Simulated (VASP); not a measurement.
Sc, 4 atoms in the cell. It takes space group I4/mcm (No. 140, tetragonal). Conventional cell: a = 6.401 Å, b = 6.401 Å, c = 5.447 Å, α = 90.00°, β = 90.00°, γ = 90.00°. Sc (site symmetry m2m) is surrounded by 7 Sc at 3.04 to 3.34 Å. This isn't the form of Sc at room conditions, which is hcp. The cell isn't the ideal one: strained and moved within the space group.

```yaml
Program: VASP 6.6.1
Task: single point
Functional: PBE
Potentials_or_basis: VASP PAW PBE potentials, release 64 (Sc_sv)
Cutoff: 520 eV
k_mesh: 10 × 10 × 10
Occupations: gaussian, width 0.1 eV
Spin: no spin polarisation
Dipole_correction: no
Further_INCAR_settings: ALGO = Fast; EDIFF = 1e-06; NBANDS = 30
```

Potentials or basis: VASP PAW PBE potentials, release 64 (Sc_sv).

Launch:

```bash
$ cat potpaw_PBE.64/Sc_sv/POTCAR > POTCAR
$ mpirun -np 1 vasp_std > vasp.out
```

Hardware: 1 thread of Intel(R) Xeon(R) Platinum 8559C (Emerald Rapids) (shared host).

Question: How long does it take, and how much memory?

Answer: It took 6.4 min on 1 thread of Intel(R) Xeon(R) Platinum 8559C (Emerald Rapids), on a shared host, peak memory 0.41 GiB. Counts: scf iterations 20, k points 102.
